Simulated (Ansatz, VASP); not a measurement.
## Al3Ga5As8 (random alloy of the zinc-blende GaAs-AlAs line, x = 0.375) in two plane-wave programs

Wanted: the spread between two codes on one cell, functional and k mesh. Of the first pair: The structure shown is the start of the Ansatz relaxation below; VASP solves that cell, so the two are compared at the walk's first step.

Program: Ansatz 0.2.0. Level of theory: plane waves, with VASP 6.6.1 beside it; PBE. Results are calculated unless marked as measured.

### Step 1. Starting point

The cell holds 64 atoms: 20 Ga, 32 As and 12 Al. Cell: a = 11.485 Å, b = 11.485 Å, c = 11.485 Å, α = 90.0°, β = 90.0°, γ = 90.0°. It derives from GaAs (zinc-blende GaAs-AlAs), repeated 2×2×2. Zinc-blende GaAs-AlAs: 64 atoms, 12 of 32 Ga sites given to Al at random, cell and internal coordinates interpolated linearly between the end members (Vegard's rule); (so at first; earlier steps may have moved the atoms), displaced by a Gaussian of 0.02 A. Lattice constants are starting values near those of PBE.

### Step 2. Ansatz: relaxation, PBE

Ansatz runs on its default PAW (the set named soft_2) files.

The two programs are compared at the cell with which this relaxation starts, whose forces are those of its first step.

Input file input.yaml:

```yaml
crystal:
  lattice:
    - [11.485, 0.0, 0.0]
    - [0.0, 11.485, 0.0]
    - [0.0, 0.0, 11.485]
  atoms:
    - { symbol: Ga, position: [0.00283, 0.99893, 0.99908] }
    - { symbol: As, position: [0.12313, 0.12651, 0.12099] }
    - { symbol: Al, position: [0.00304, 0.24867, 0.25056] }
    - { symbol: As, position: [0.12457, 0.37755, 0.37141] }
    - { symbol: Al, position: [0.24944, 0.99933, 0.25197] }
    - { symbol: As, position: [0.37308, 0.1247, 0.37347] }
    - { symbol: Ga, position: [0.25007, 0.25101, 0.99808] }
    - { symbol: As, position: [0.37699, 0.37657, 0.12588] }
    - { symbol: Ga, position: [0.00157, 0.99881, 0.49979] }
    - { symbol: As, position: [0.12337, 0.12453, 0.62592] }
    - { symbol: Ga, position: [0.9988, 0.24931, 0.7488] }
    - { symbol: As, position: [0.12353, 0.37383, 0.87498] }
    - { symbol: Al, position: [0.24805, 0.00041, 0.75289] }
    - { symbol: As, position: [0.37629, 0.12467, 0.87345] }
    - { symbol: Ga, position: [0.2487, 0.25295, 0.50009] }
    - { symbol: As, position: [0.37389, 0.37533, 0.62866] }
    - { symbol: Al, position: [0.00021, 0.50107, 0.00052] }
    - { symbol: As, position: [0.12439, 0.62301, 0.12439] }
    - { symbol: Ga, position: [0.99964, 0.75102, 0.25146] }
    - { symbol: As, position: [0.12662, 0.8755, 0.37654] }
    - { symbol: Al, position: [0.24869, 0.50218, 0.25089] }
    - { symbol: As, position: [0.37448, 0.62585, 0.37487] }
    - { symbol: Al, position: [0.25197, 0.75265, 0.00381] }
    - { symbol: As, position: [0.37257, 0.87249, 0.12412] }
    - { symbol: Ga, position: [0.00028, 0.50153, 0.50055] }
    - { symbol: As, position: [0.12148, 0.62447, 0.62644] }
    - { symbol: Ga, position: [0.0004, 0.75133, 0.74961] }
    - { symbol: As, position: [0.12465, 0.87532, 0.87571] }
    - { symbol: Al, position: [0.25035, 0.50021, 0.74883] }
    - { symbol: As, position: [0.37566, 0.62521, 0.87697] }
    - { symbol: Ga, position: [0.25209, 0.75032, 0.49935] }
    - { symbol: As, position: [0.37389, 0.87574, 0.62513] }
    - { symbol: Ga, position: [0.4994, 8.0e-05, 0.99892] }
    - { symbol: As, position: [0.62622, 0.12422, 0.12713] }
    - { symbol: Ga, position: [0.5007, 0.25103, 0.24809] }
    - { symbol: As, position: [0.62529, 0.37629, 0.37334] }
    - { symbol: Al, position: [0.74954, 6.0e-05, 0.24761] }
    - { symbol: As, position: [0.87555, 0.12647, 0.3735] }
    - { symbol: Ga, position: [0.75061, 0.24771, 0.99993] }
    - { symbol: As, position: [0.87219, 0.37695, 0.12571] }
    - { symbol: Al, position: [0.49996, 0.99865, 0.50222] }
    - { symbol: As, position: [0.62843, 0.12176, 0.62715] }
    - { symbol: Ga, position: [0.50283, 0.25059, 0.74791] }
    - { symbol: As, position: [0.6265, 0.37468, 0.87395] }
    - { symbol: Al, position: [0.74786, 0.00096, 0.75138] }
    - { symbol: As, position: [0.87391, 0.12591, 0.87301] }
    - { symbol: Al, position: [0.7514, 0.25008, 0.49968] }
    - { symbol: As, position: [0.87482, 0.37651, 0.62631] }
    - { symbol: Ga, position: [0.50092, 0.50024, 0.00014] }
    - { symbol: As, position: [0.62608, 0.6254, 0.12619] }
    - { symbol: Ga, position: [0.49946, 0.74576, 0.25181] }
    - { symbol: As, position: [0.62881, 0.87577, 0.37483] }
    - { symbol: Ga, position: [0.74976, 0.49979, 0.25003] }
    - { symbol: As, position: [0.87305, 0.6241, 0.37326] }
    - { symbol: Ga, position: [0.75043, 0.74948, 0.00086] }
    - { symbol: As, position: [0.8747, 0.87672, 0.12537] }
    - { symbol: Ga, position: [0.50381, 0.4967, 0.49887] }
    - { symbol: As, position: [0.62657, 0.6294, 0.62457] }
    - { symbol: Al, position: [0.50008, 0.74961, 0.75232] }
    - { symbol: As, position: [0.6245, 0.87618, 0.87444] }
    - { symbol: Ga, position: [0.74778, 0.50055, 0.75088] }
    - { symbol: As, position: [0.87725, 0.62481, 0.87392] }
    - { symbol: Ga, position: [0.75098, 0.75042, 0.50049] }
    - { symbol: As, position: [0.87487, 0.87702, 0.62564] }
kpoints:
  mp_grid: { grid: [1, 1, 1] }
hamiltonian:
  xc: pbe
scf:
  occupations: { method: fermi_dirac, width: 0.025 }
output:
  forces: true
relax:
  f_tol: 0.04
  max_steps: 150
  cell: {}
```

On the command line:

```console
$ ansatz run input.yaml --threads 4 --pin off --max-ram 8192MiB --backend cpu --events-out ev --progress --plain --runs-dir out
```

Numbers of over 12 decimals in the logs are rounded to 6 here.

The log of the run:

```text
Engine: ansatz 0.2.0, x86_64-unknown-linux-gnu
Pseudopotentials: kind: paw
Pseudopotential: Ga, paw, valence charge 13, recommended cutoff 420 eV (normal), Ga.paw.azcp
Pseudopotential: As, paw, valence charge 15, recommended cutoff 420 eV (normal), As.paw.azcp
Pseudopotential: Al, paw, valence charge 3, recommended cutoff 420 eV (normal), Al.paw.azcp
Functional definition: PBE
  parameter kappa = 0.804
  parameter beta = 0.066725
  exchange = pbe_x(kappa = kappa, mu = beta*pi^2/3)
  correlation = pbe_c(beta = beta)
Crystal: 64 atoms, lattice volume = 1514.932 Å³
Basis set: ecut = 420 eV, 29423 PW (Γ), exchange–correlation on 160×160×160 points (8 copies of the dense FFT grid, shifted against one another)
Bands: 466, of which v1, the nominal top of the filled ones, is band 388 counted from 1 (387 counted from 0)
Symmetry: 1 space group operations
Space group: P1 (ITA 1), of the structure as read, at distance tolerance 1.1e-4 Å
k-points: 1
Non-local potential: Ga, projectors of the file, l = 0: 2, l = 1: 2, l = 2: 3, l = 3: 1
Non-local potential: As, projectors of the file, l = 0: 2, l = 1: 2, l = 2: 3, l = 3: 1
Non-local potential: Al, projectors of the file, l = 0: 2, l = 1: 2, l = 2: 1
PAW form: soft (Blöchl's): semilocal exchange-correlation on the pseudo side does not see the compensation charge
PAW one-centre angular grid: Ga, 590 points (default); XC on 64 Gauss nodes
PAW one-centre angular grid: As, 590 points (default); XC on 64 Gauss nodes
PAW one-centre angular grid: Al, 110 points (default); XC on 64 Gauss nodes
Initial density: superposition of atomic densities (neutral atoms: chi_scale 0, normalization atom), corrected by the library's trained network
Initial wavefunctions: pseudopotential atomic-orbital guess
Functional: x = pbe(κ = 0.804, μ = 0.219515), c = pbe(β = 0.066725)
SCF iter   1: F=—  HF=-237526.860225 eV  |F-HF|=—  |Δ(HF+E_count)|=         —  Δρ=1.54e-3  dr2=3.12e-2  ethr=1.77e-3  ⟨swp⟩=6.0  Hψ=1712  notcnv=0  defer=12
preconditioner: auto → Resta (q_TF=auto, 2.440 Å⁻¹)  ε∞=3.5  [insulator: Δε(μ)=0.692 eV  Ē_g=12.957 eV  σ=0.025 eV  W_gap=1.00  n_scr=364 (ndim 8)  ℏωp=20.4 eV  f_vac=0.060  D(μ)=0.00/eV (n_scr^D=0)  ε∞_Penn≈3.5]
SCF iter   2: F=—  HF=-237526.834259 eV  |F-HF|=—  |Δ(HF+E_count)|=   2.60e-2  Δρ=6.92e-4  dr2=6.67e-3  ethr=4.01e-6  ⟨swp⟩=2.0  Hψ=928  notcnv=0  defer=60
SCF iter   3: F=—  HF=-237526.834933 eV  |F-HF|=—  |Δ(HF+E_count)|=   6.74e-4  Δρ=3.98e-4  dr2=1.49e-3  ethr=8.59e-7  ⟨swp⟩=2.0  Hψ=786  notcnv=0  defer=60
SCF iter   4: F=—  HF=-237526.834016 eV  |F-HF|=—  |Δ(HF+E_count)|=   9.16e-4  Δρ=1.14e-4  dr2=1.69e-4  ethr=1.93e-7  ⟨swp⟩=2.0  Hψ=697  notcnv=0  defer=60
SCF iter   5: F=—  HF=-237526.834069 eV  |F-HF|=—  |Δ(HF+E_count)|=   5.25e-5  Δρ=3.19e-5  dr2=1.86e-5  ethr=2.18e-8  ⟨swp⟩=2.0  Hψ=786  notcnv=0  defer=60
SCF iter   6: F=—  HF=-237526.834859 eV  |F-HF|=—  |Δ(HF+E_count)|=   7.91e-4  Δρ=2.24e-5  dr2=5.25e-6  ethr=2.39e-9  ⟨swp⟩=2.0  Hψ=786  notcnv=0  defer=60
SCF iter   7: F=—  HF=-237526.834862 eV  |F-HF|=—  |Δ(HF+E_count)|=   2.69e-6  Δρ=3.90e-6  dr2=3.24e-7  ethr=6.76e-10  ⟨swp⟩=2.0  Hψ=786  notcnv=0  defer=60
SCF iter   8: F=-237526.834863 eV  HF=-237526.834863 eV  |F-HF|=6.63e-8  |Δ(HF+E_count)|=   5.08e-7  Δρ=1.98e-6  dr2=4.96e-8  ethr=1.29e-11  ⟨swp⟩=4.0  Hψ=1618  notcnv=0
SCF 1 converged in 8 iterations: F = -237526.834863 eV  dr2 = 4.96e-8
  greatest PAW one-centre occupation: 0.999 electrons in one spin orbital (limit 2), on the As atom at site 49 (counted from 0), in its partial waves of l = 2
relax step   1: F+E_penalty+E_count = -237526.83486262 eV  Δ(F+E_penalty+E_count) = +0.000e0 eV  max|allowed force component| = 5.685e-1 eV/Å  Δτ_max = 0.0000 Å  P = +0.076 GPa  Ω = 1514.932 Å³  (8 SCF iters, dr2 threshold 1.00e-7 eV, accepted)
Crystal: 64 atoms, lattice volume = 1513.375 Å³
Basis set: ecut = 420 eV, 29435 PW (Γ), exchange–correlation on 160×160×160 points (8 copies of the dense FFT grid, shifted against one another)
Initial density: handed on by an earlier stage of this run
Initial wavefunctions: those handed on with the density
iter 1 solved again at ethr=1.08e-5 eV; its pass at ethr=3.10e-3 eV (dr2=8.35e-2 eV) is discarded
SCF iter   1: F=—  HF=-237527.135897 eV  |F-HF|=—  |Δ(HF+E_count)|=         —  Δρ=3.21e-3  dr2=8.60e-2  ethr=1.08e-5  ⟨swp⟩=7.0  Hψ=1831  notcnv=0
preconditioner: auto → Resta (q_TF=auto, 2.441 Å⁻¹)  ε∞=3.5  [insulator: Δε(μ)=0.718 eV  Ē_g=12.966 eV  σ=0.025 eV  W_gap=1.00  n_scr=364 (ndim 8)  ℏωp=20.4 eV  f_vac=0.061  D(μ)=0.00/eV (n_scr^D=0)  ε∞_Penn≈3.5]
SCF iter   2: F=—  HF=-237527.124629 eV  |F-HF|=—  |Δ(HF+E_count)|=   1.13e-2  Δρ=1.65e-3  dr2=2.06e-2  ethr=1.08e-5  ⟨swp⟩=2.0  Hψ=547  notcnv=0
SCF iter   3: F=—  HF=-237527.123999 eV  |F-HF|=—  |Δ(HF+E_count)|=   6.30e-4  Δρ=2.60e-4  dr2=1.67e-3  ethr=2.66e-6  ⟨swp⟩=2.0  Hψ=767  notcnv=0
[...]
atom  12  As     0.00064168     0.00082170     0.00100615
  atom  13  Al     0.00270195    -0.00098939    -0.00049332
  atom  14  As    -0.00158202    -0.00132574    -0.00090065
  atom  15  Ga     0.00060652     0.00068895     0.00013892
  atom  16  As     0.00116895    -0.00105889     0.00035717
  atom  17  Al     0.00062662    -0.00371467    -0.00155315
  atom  18  As     0.00010361    -0.00004921     0.00155181
  atom  19  Ga     0.00218717     0.00487033    -0.00360912
  atom  20  As     0.00190481    -0.00265312     0.00064621
  atom  21  Al     0.00168466    -0.00259155    -0.00064174
  atom  22  As     0.00010565    -0.00014760    -0.00083962
  atom  23  Al    -0.00200256    -0.00089388    -0.00462424
  atom  24  As    -0.00159614    -0.00117079    -0.00311143
  atom  25  Ga     0.00321837    -0.00097940    -0.00016764
  atom  26  As    -0.00150354    -0.00074418     0.00239042
  atom  27  Ga     0.00317522    -0.00027239    -0.00261379
  atom  28  As     0.00038957    -0.00124887     0.00217838
  atom  29  Al    -0.00058843     0.00109247     0.00068109
  atom  30  As     0.00219420    -0.00028480     0.00104872
  atom  31  Ga    -0.00270101    -0.00260142     0.00172298
  atom  32  As     0.00266600     0.00052577    -0.00172188
  atom  33  Ga     0.00316649     0.00287601     0.00088511
  atom  34  As    -0.00011065     0.00032170     0.00081344
  atom  35  Ga    -0.00309965    -0.00126192     0.00084046
[...]
atom  57  Ga    -0.00315540    -0.00039818    -0.00083337
  atom  58  As     0.00028877    -0.00113326     0.00014736
  atom  59  Al    -0.00365636     0.00216697     0.00223297
  atom  60  As    -0.00021496    -0.00020202    -0.00015560
  atom  61  Ga    -0.00068059     0.00066740    -0.00083282
  atom  62  As     0.00033427    -0.00154903     0.00094928
  atom  63  Ga     0.00175792     0.00549343    -0.00070105
  atom  64  As     0.00034575     0.00037063     0.00092878
  max |Σ_I F_I| component: 2.99e-6 eV/Å
--- Stress (GPa, compression-positive) ---
        0.025981       0.002289      -0.005733
        0.002289       0.021524       0.005827
       -0.005733       0.005827       0.015045
  P = ⅓ Tr σ = 0.0209 GPa (0.209 kbar)
--- Relaxed structure (3 steps of the walk, 3 accepted, 1 SCFs on fresh bases) ---
  F+E_penalty+E_count = -237527.14715705 eV   max|allowed force component| = 5.493e-3 eV/Å   (the final SCF, on the basis selected at the relaxed cell)
  cell:  # Å, volume = 1514.9200 Å³
    - [11.483978, -0.000436423, 0.000714295]
    - [-0.000436423, 11.484849, -0.000483511]
    - [0.000714295, -0.000483511, 11.486086]
  atoms:
    - { symbol: Ga, position: [0.000386804, 1.000213, 1.000122] }
    - { symbol: As, position: [0.125278, 0.125250, 0.125919] }
    - { symbol: Al, position: [-4.6224501676039086e-5, 0.250098, 0.250190] }
    - { symbol: As, position: [0.125278, 0.375156, 0.374259] }
    - { symbol: Al, position: [0.250423, 1.000479, 0.249889] }
    - { symbol: As, position: [0.375223, 0.124392, 0.375038] }
    - { symbol: Ga, position: [0.250086, 0.250384, 1.000113] }
    - { symbol: As, position: [0.374786, 0.375667, 0.125597] }
    - { symbol: Ga, position: [9.206296399330978e-5, 1.000177, 0.500117] }
    - { symbol: As, position: [0.125575, 0.124820, 0.625461] }
    - { symbol: Ga, position: [1.000179, 0.250271, 0.750132] }
    - { symbol: As, position: [0.125154, 0.376019, 0.874946] }
    - { symbol: Al, position: [0.250088, -2.1502518479877154e-5, 0.749965] }
    - { symbol: As, position: [0.374577, 0.124989, 0.874672] }
    - { symbol: Ga, position: [0.250180, 0.250151, 0.499883] }
    - { symbol: As, position: [0.374614, 0.375636, 0.625394] }
    - { symbol: Al, position: [0.00023879, 0.500262, 0.000291486] }
    - { symbol: As, position: [0.125589, 0.624877, 0.124761] }
    - { symbol: Ga, position: [1.000195, 0.750218, 0.250058] }
    - { symbol: As, position: [0.125590, 0.875782, 0.374634] }
    - { symbol: Al, position: [0.249762, 0.500410, 0.250091] }
    - { symbol: As, position: [0.374689, 0.624851, 0.374653] }
    - { symbol: Al, position: [0.250162, 0.750034, 0.000147398] }
    - { symbol: As, position: [0.374283, 0.875284, 0.125094] }
    - { symbol: Ga, position: [0.000289182, 0.500159, 0.500114] }
    - { symbol: As, position: [0.125648, 0.624905, 0.625366] }
    - { symbol: Ga, position: [0.000176901, 0.750299, 0.750061] }
    - { symbol: As, position: [0.126012, 0.875311, 0.875080] }
    - { symbol: Al, position: [0.250225, 0.500254, 0.750322] }
    - { symbol: As, position: [0.374637, 0.625576, 0.874607] }
    - { symbol: Ga, position: [0.250213, 0.750446, 0.500066] }
    - { symbol: As, position: [0.375463, 0.875770, 0.625522] }
    - { symbol: Ga, position: [0.499947, 0.000171059, 0.999947] }
    - { symbol: As, position: [0.625490, 0.124635, 0.125276] }
    - { symbol: Ga, position: [0.500221, 0.250165, 0.249930] }
    - { symbol: As, position: [0.625549, 0.374913, 0.375323] }
    - { symbol: Al, position: [0.750159, 0.000234748, 0.250382] }
    - { symbol: As, position: [0.874793, 0.125412, 0.374575] }
    - { symbol: Ga, position: [0.750300, 0.250169, 1.000133] }
    - { symbol: As, position: [0.875847, 0.375270, 0.125123] }
    - { symbol: Al, position: [0.500157, 1.000195, 0.500250] }
    - { symbol: As, position: [0.625558, 0.124778, 0.624722] }
    - { symbol: Ga, position: [0.500106, 0.250199, 0.749912] }
    - { symbol: As, position: [0.625248, 0.375222, 0.874989] }
    - { symbol: Al, position: [0.749753, 0.000395458, 0.750110] }
    - { symbol: As, position: [0.874841, 0.124659, 0.874673] }
    - { symbol: Al, position: [0.750203, 0.249805, 0.500024] }
    - { symbol: As, position: [0.874770, 0.374867, 0.624755] }
    - { symbol: Ga, position: [0.500043, 0.500245, -3.0028755246042366e-5] }
    - { symbol: As, position: [0.625250, 0.625193, 0.125155] }
    - { symbol: Ga, position: [0.500062, 0.750367, 0.250110] }
    - { symbol: As, position: [0.625085, 0.875994, 0.374984] }
    - { symbol: Ga, position: [0.750195, 0.500071, 0.250028] }
    - { symbol: As, position: [0.875035, 0.625265, 0.375125] }
    - { symbol: Ga, position: [0.750209, 0.750411, -3.731776984865112e-5] }
    - { symbol: As, position: [0.874756, 0.875740, 0.125530] }
    - { symbol: Ga, position: [0.500210, 0.500225, 0.499988] }
    - { symbol: As, position: [0.624751, 0.625483, 0.625560] }
    - { symbol: Al, position: [0.499810, 0.750280, 0.750211] }
    - { symbol: As, position: [0.625117, 0.875295, 0.874282] }
    - { symbol: Ga, position: [0.750313, 0.500338, 0.749941] }
    - { symbol: As, position: [0.875460, 0.624877, 0.875360] }
    - { symbol: Ga, position: [0.749945, 0.750263, 0.500185] }
    - { symbol: As, position: [0.874752, 0.875654, 0.625591] }
```

(Part 1 of 2 ends here.)

[Lines on the potential files, build, host, timing and source positions are cut from VASP's logs without a mark.]

[Logs are printed without paths, hosts, clocks, repeated set-up lines and the standing remarks that a program may print on its own settings, such as how far it seeks lower states.]

[Hosts, paths, dates, database ids (printed as entryN), source tags and the programs' standing remarks are cut or masked in the printed files.]
